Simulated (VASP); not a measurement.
**Ge: relaxation of cell and atoms with RPBE**

The system is Ge.

```
Ge
1.0
     0.00000    2.82891    2.82891
     2.82891    0.00000    2.82891
     2.82891    2.82891    0.00000
Ge
2
Cartesian
  0.0000 0.0000 0.0000
  1.4145 1.4145 1.4145
```

```
Program                : VASP 6.6.1
Task                   : relaxation of cell and atoms
Functional             : RPBE
Potentials or basis    : VASP PAW PBE potentials, release 64 (Ge_d)
Cutoff                 : 600 eV
k mesh                 : 10 × 10 × 10
Occupations            : gaussian, width 0.03 eV
Spin                   : no spin polarisation
Further INCAR settings : ALGO = Normal; EDIFF = 1e-06; IBRION = 2; EDIFFG = -0.01; NSW = 90; ISIF = 3
```

The relaxed volume is 24.55 Å³/atom. The relaxed cell is a = 4.110 Å, b = 4.110 Å, c = 4.110 Å, α = 60.00°, β = 60.00°, γ = 60.00°. The space group after relaxing (to 0.05 Å) is Fd-3m (No. 227). The energy gained by relaxing is 29.9 meV/atom, the ionic steps are 3 and the pressure after relaxing is 0.0 GPa. The band gap on the k mesh is none (metal or under the smearing width).

Step by step:
```tsv
step	energy change (eV)	largest force (eV/Å)	pressure (GPa)	volume (Å³)
1	0.0000	0.0000	5.35	45.28
2	-0.0546	0.0000	-1.43	50.42
3	-0.0599	0.0000	0.04	49.11
```

Final structure:
```
CELL_PARAMETERS angstrom
0.00000 2.90654 2.90654
2.90654 0.00000 2.90654
2.90654 2.90654 0.00000
ATOMIC_POSITIONS crystal
Ge 0.00000 0.00000 0.00000
Ge 0.25000 0.25000 0.25000
```

Levels at points of the mesh, in eV from the Fermi level:
```csv
k point,band 10,band 11,band 12,band 13,band 14,band 15,band 16,band 17,band 18
"(0.00, 0.00, 0.00)",-24.54,-12.15,-0.58,0.00,0.00,0.00,2.52,2.52,2.52
"(0.50, 0.00, 0.00)",-24.52,-10.26,-7.22,-1.29,-1.29,0.03,3.72,3.72,7.24
"(0.50, 0.50, 0.00)",-24.50,-8.57,-8.57,-2.80,-2.80,0.92,0.92,8.90,8.90
```

It took 32 s on 1 thread of Intel(R) Xeon(R) 6975P-C (Granite Rapids) (shared host), peak memory 0.19 GiB.

Caveat: the PAW data sets were made with another functional, which shifts forces and pressure a little; this crystal is a semiconductor, whose small gap the functional closes, so the metal is an error of the method. Zero-point motion and thermal expansion aren't in these numbers.
